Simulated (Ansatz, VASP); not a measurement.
One calculation of Ga, two programs

The input INCAR:

```
PREC     = Accurate       # precision mode
ENCUT    = 520            # plane-wave cutoff, eV
EDIFF    = 1E-6           # SCF threshold, eV
ISMEAR   = -1             # smearing method
SIGMA    = 0.08           # smearing width, eV
LREAL    = F              # projectors in reciprocal space
LASPH    = T              # aspherical terms in the spheres
NELM     = 100            # most SCF steps
ALGO     = Normal         # electronic algorithm
ISIF     = 2              # what is computed and relaxed
LWAVE    = F              # write WAVECAR
LCHARG   = F              # write CHGCAR
GGA      = PS             # functional
NBANDS   = 20             # bands
```

Contents of KPOINTS:

```
regular mesh
0
Gamma
  13 13 13
```

Contents of POSCAR:

```
Ga
1.0
    0.0000000000      2.2071979905      2.2071979905
    2.2071979905      0.0000000000      2.2071979905
    2.2071979905      2.2071979905      0.0000000000
Ga
2
Direct
   -0.1250000000     -0.1250000000     -0.1250000000
    0.1250000000      0.1250000000      0.1250000000
```

Input for Ansatz:

```yaml
crystal:
  lattice:
    - [0.0, 2.2071979905, 2.2071979905]
    - [2.2071979905, 0.0, 2.2071979905]
    - [2.2071979905, 2.2071979905, 0.0]
  atoms:
    - { symbol: Ga, position: [-0.125, -0.125, -0.125] }
    - { symbol: Ga, position: [0.125, 0.125, 0.125] }
kpoints:
  mp_grid: { grid: [13, 13, 13] }
  band_path:
    path:
      - [0.0, 0.0, 0.0]
      - [0.5, 0.0, 0.5]
      - [0.625, 0.25, 0.625]
      - [0.375, 0.375, 0.75]
      - [0.0, 0.0, 0.0]
      - [0.5, 0.5, 0.5]
      - [0.5, 0.25, 0.75]
      - [0.5, 0.0, 0.5]
    npoints: 8
scf:
  occupations: { method: fermi_dirac, width: 0.08 }
hamiltonian:
  xc: pbesol
  pseudopotentials: { kind: all_electron, lapw: { basis_error: 0.001 } }
output:
  forces: true
  stress: true
  eigenvalues: true
  populations: true
  dos: { projected: true, de: 0.2, e_range: [-14, 8] }
```

Change from the starting cell: volume scaled by 0.45, LAPW.

Alike in both runs: task single point; functional PBEsol; k mesh 13 × 13 × 13; occupations fermi-dirac, width 0.08 eV; no spin polarisation.

|  | VASP | Ansatz |
| --- | --- | --- |
| version | VASP 6.6.1 | Ansatz 0.2.0 |
| potentials or method | VASP PAW PBE potentials, release 64 (Ga_d) | all-electron LAPW, scalar-relativistic |
| plane-wave cutoff (eV) | 520 | see its input |

```csv
,VASP,Ansatz,Ansatz less VASP
pressure (GPa),223.7,214.8,-8.90
```

Ansatz ran all-electron here, so the differences hold the error of VASP's frozen core and of both bases.

Caveats: the cell as given lies far from equilibrium; so large a pressure means that the cell lies far from this level's equilibrium, or that cutoff or potentials fall short (VASP); the potentials were made for another functional, which shifts forces and pressure (VASP).
